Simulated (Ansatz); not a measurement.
Te2Mo, 12 atoms in the cell. The cell holds a slab with vacuum, 12 atoms: a = 3.561 Å, b = 3.561 Å, c = 38.990 Å, α = 90.00°, β = 90.00°, γ = 120.00°. 

```yaml
Program: Ansatz 0.2.0
Task: single point
Functional: PBE
Potentials_or_basis: Ansatz PAW
Cutoff: "420 eV (not typed: the program's choice for these potentials)"
k_mesh: 9 × 9 × 1
Occupations: gaussian, width 0.012 eV
Spin: no spin polarisation
```

Potentials or basis: Ansatz PAW.

Run with:

```bash
$ ansatz run input.yaml --threads 4 --pin off --max-ram 11264MiB --backend cpu --events-out ev --progress --plain --runs-dir out
```

Hardware: 4 threads of Arm Neoverse V1 (shared host).

How long does it take, and how much memory?

Wall time 9.7 s on 4 threads of Arm Neoverse V1, on a shared host, peak memory 1.5 GiB. Counts: scf iterations 10, plane waves 8237, k points 12, bands 111.
